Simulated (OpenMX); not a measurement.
## SnSe in OpenMX: convergence with criterion

The system is SnSe.

```
Sn Se
1.0
    11.42000    0.00000    0.00000
     0.00000    4.19000    0.00000
     0.00000    0.00000    4.46000
Sn Se
4 4
Direct
  0.87695 0.74832 0.90970
  0.62527 0.24775 0.40512
  0.37565 0.75271 0.58477
  0.11973 0.24950 0.08264
  0.64309 0.74970 0.98801
  0.85700 0.24598 0.48130
  0.14106 0.75394 0.50476
  0.35547 0.24524 0.01253
```

The cell isn't the ideal one: atoms moved at random, drawn with an rms of 0.05 Å.

```yaml
Program: OpenMX 3.8.5
Task: convergence study
Functional: LDA
Potentials_or_basis: OpenMX 2013 LDA set, Sn7.0-s3p2d1, Se7.0-s3p2d1, grid cutoff 500 Ry
k_mesh: 3 × 5 × 5
Occupations: fermi-dirac, width 0.05 eV
Spin: no spin polarisation
```

These are the settings of the first run; the series varies criterion, with any setting tied to it.

Hardware: 1 thread of Intel(R) Xeon(R) Platinum 8375C CPU @ 2.90GHz (Ice Lake), on a shared host.

```csv
criterion,"energy less the tightest run, at zero smearing (meV/atom)",largest force (eV/Å),SCF cycles,CPU time (s),peak memory (GiB)
1.0e-3,0.21,0.436,11,220,2
1.0e-4,0.02,0.438,12,190,2
1.0e-5,0.00,0.431,15,230,2
1.0e-6,0.00,0.431,16,240,2
1.0e-7,0.00,0.431,20,250,2
1.0e-8,0.00,0.431,22,280,2
1.0e-9,0.00,0.431,24,320,2
1.0e-10,0.00,0.431,25,310,2
```

Against the tightest run, the energy stays within 1 meV/atom from 1.0e-3 on; the largest force stays within 0.005 eV/Å from 1.0e-5 on. The tightest run that finished is the yardstick and may itself not be fully converged.
